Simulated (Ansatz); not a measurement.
Crystal: SnO.

```xyz
4
Lattice="3.8137 0.0000 0.0000 0.0000 3.8137 0.0000 0.0000 0.0000 4.8869" Properties=species:S:1:pos:R:3 pbc="T T T"
Sn    1.9068    0.0000    3.7367
Sn    0.0000    1.9068    1.1503
O     0.0000    0.0000    0.0000
O     1.9068    1.9068    0.0000
```

The cell is a database's computed one.

- Program: Ansatz 0.2.0
- Task: single point
- Functional: PBEsol
- Potentials or basis: all-electron LAPW, scalar-relativistic
- Cutoff: 344 eV (chosen from the basis error)
- Basis error allowed: 0.001 eV/atom
- k mesh: 7 × 7 × 6
- Occupations: fermi-dirac, width 0.05 eV
- Spin: no spin polarisation

On this cell: pressure -0.6 GPa; largest force 0.071 eV/Å; band gap on the k mesh 0.36 eV, indirect (least direct gap 1.99 eV).

The same run follows on a disturbed copy (atoms moved at random, drawn with an rms of 0.05 Å):

```xyz
4
Lattice="3.8137 0.0000 0.0000 0.0000 3.8137 0.0000 0.0000 0.0000 4.8869" Properties=species:S:1:pos:R:3 pbc="T T T"
Sn    1.9419   -0.0165    3.7618
Sn    0.0122    1.9097    1.0991
O     0.0261    0.0131   -0.0093
O     1.8823    1.8902   -0.0079
```

Problem. What changes?

Solution. The energy moves by +11.3 meV/atom; pressure 1.9 GPa; largest force 0.841 eV/Å; band gap on the k mesh 0.58 eV, indirect (least direct gap 1.89 eV).

Forces in eV/Å, atoms in the order of the input:
```
Sn  -0.110  0.049 -0.752
Sn  -0.085 -0.006  0.837
O   -0.190 -0.183 -0.028
O    0.385  0.139 -0.057
```

Stress tensor (GPa, compression positive):
```
 1.73  0.04 -0.14
 0.04  1.62 -0.01
-0.14 -0.01  2.46
```

Caveats: spin-orbit coupling is left out, which moves the levels of the heavy elements; an odd mesh through Γ misses points on the zone boundary, where band edges often lie.

The runs don't all hold the same shells in valence.
